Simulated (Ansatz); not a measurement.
# BaTe: the cost of one run

Computed with Ansatz 0.2.0 (DFT PBE, scalar-relativistic, plane waves, PAW, unless a step's input says otherwise).

2 further runs of the same task are left out: 1 that didn't finish, 1 set aside as unsound or not needed.

## Step 1: The starting structure

Symmetry: P6_3/mmc, No. 194, hexagonal system. The conventional cell has a = 4.849 Å, b = 4.849 Å, c = 8.607 Å, α = 90.00°, β = 90.00°, γ = 120.00°. Around Ba (site symmetry -6m2) lie 6 Te at 3.53 Å. Te (site symmetry -3m) is surrounded by 6 Ba at 3.53 Å.

Coordinates:

```cif
data_structure
_symmetry_space_group_name_H-M 'P 1'
_symmetry_Int_Tables_number 1
_cell_length_a 4.8490
_cell_length_b 4.8490
_cell_length_c 8.6069
_cell_angle_alpha 90.000
_cell_angle_beta 90.000
_cell_angle_gamma 120.000
_cell_volume 175.26
loop_
_atom_site_label
_atom_site_type_symbol
_atom_site_fract_x
_atom_site_fract_y
_atom_site_fract_z
_atom_site_occupancy
Ba1 Ba 0.66667 0.33333 0.75000 1
Ba2 Ba 0.33333 0.66667 0.25000 1
Te1 Te 0.00000 0.00000 0.00000 1
Te2 Te 0.00000 0.00000 0.50000 1
```

It is the end of an earlier relaxation with the same method, from a generated guess; it needn't be the stable form of this composition. At a tolerance of 0.02 Å it has space group P6_3/mmc (No. 194); it has 43.82 Å³/atom, an uncorrected energy of -1.75 eV/atom over the elements and, on its mesh, gap 1.37 eV.

## Step 2: Point at V/V0 = 0.97

input.yaml reads:

```yaml
crystal:
  lattice:
    - [4.8000410293, -2.9e-09, 0.0]
    - [-2.4000205122, 4.156957472, 0.0]
    - [0.0, 0.0, 8.5199930053]
  atoms:
    - { symbol: Ba, position: [0.6666666667, 0.3333333333, 0.75] }
    - { symbol: Ba, position: [0.3333333333, 0.6666666667, 0.25] }
    - { symbol: Te, position: [0.0, 0.0, 0.0] }
    - { symbol: Te, position: [0.0, 0.0, 0.5] }
basis:
  ecutwfc: 420
kpoints:
  mp_grid: { grid: [6, 6, 4] }
hamiltonian:
  xc: pbe
scf:
  occupations: { method: gaussian, width: 0.02 }
output:
  forces: true
  stress: true
  eigenvalues: true
relax:
  adjacent_minimum: "off"
  f_tol: 0.01
  max_steps: 30
  cell: { stress_tol: 0.1, fix: [volume] }
```

Run with:

```bash
$ ansatz run input.yaml --threads 1 --pin off --max-ram 2560MiB --backend cpu --events-out ev --progress --plain --runs-dir out
```

What time and memory should one allow on 1 thread of Intel Xeon Platinum 8488C (Sapphire Rapids), shared host?

About 20 s, with a peak of 0.55 GiB.
